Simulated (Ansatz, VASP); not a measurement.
## AgCl in VASP and in Ansatz

INCAR

```
PREC     = Accurate       # precision mode
ENCUT    = 520            # plane-wave cutoff, eV
EDIFF    = 1E-7           # SCF threshold, eV
ISMEAR   = 0              # smearing method
SIGMA    = 0.1            # smearing width, eV
LREAL    = False          # projectors in reciprocal space
LASPH    = True           # aspherical terms in the spheres
NELM     = 60             # most SCF steps
ALGO     = Normal         # electronic algorithm
ISIF     = 2              # what is computed and relaxed
LWAVE    = False          # write WAVECAR
LCHARG   = False          # write CHGCAR
GGA      = PE             # functional
NBANDS   = 16             # bands
```

The input KPOINTS:

```
Automatic mesh
0
Gamma
  4 4 4
```

POSCAR

```
AgCl
1.0
    0.0000000000      2.7726629968      2.7726629968
    2.7726629968      0.0000000000      2.7726629968
    2.7726629968      2.7726629968      0.0000000000
Ag Cl
1 1
Direct
    0.0000000000      0.0000000000      0.0000000000
    0.5000000000      0.5000000000      0.5000000000
```

Input for Ansatz:

```yaml
crystal:
  lattice:
    - [0.0, 2.7726629968, 2.7726629968]
    - [2.7726629968, 0.0, 2.7726629968]
    - [2.7726629968, 2.7726629968, 0.0]
  atoms:
    - { symbol: Ag, position: [0.0, 0.0, 0.0] }
    - { symbol: Cl, position: [0.5, 0.5, 0.5] }
basis:
  ecutwfc: 420
kpoints:
  mp_grid: { grid: [4, 4, 4] }
hamiltonian:
  xc: pbe
scf:
  occupations: { method: gaussian, width: 0.1 }
output:
  forces: true
  stress: true
  eigenvalues: true
```

The cell is a database's computed one.

Alike in both runs: task single point; functional PBE; k mesh 4 × 4 × 4; occupations gaussian, width 0.1 eV; no spin polarisation.

|  | VASP | Ansatz |
| --- | --- | --- |
| version | VASP 6.6.1 | Ansatz 0.2.0 |
| potentials or method | VASP PAW PBE potentials, release 64 (Ag, Cl) | scalar-relativistic, plane waves, PAW |
| plane-wave cutoff (eV) | 520 | 420 |
| valence electrons in the cell | 18 | 26 |

Ansatz gave:

```
gap on the k mesh at the Fermi level (eV) : 0.91
least direct gap on the mesh (eV)         : 3.22
pressure (GPa)                            : 1.8
```

Q: What did VASP give for the same quantities?

A: gap on the k mesh at the Fermi level (eV): 0.91; least direct gap on the mesh (eV): 3.23; pressure (GPa): 1.7.

The two sets of potentials don't hold the same shells in valence.

Caveats: the k mesh is coarse (spacing up to 0.49 Å⁻¹), so the values aren't converged. A k mesh can miss the band edges. A hybrid or GW would open this gap; PBE tends to underestimate it.
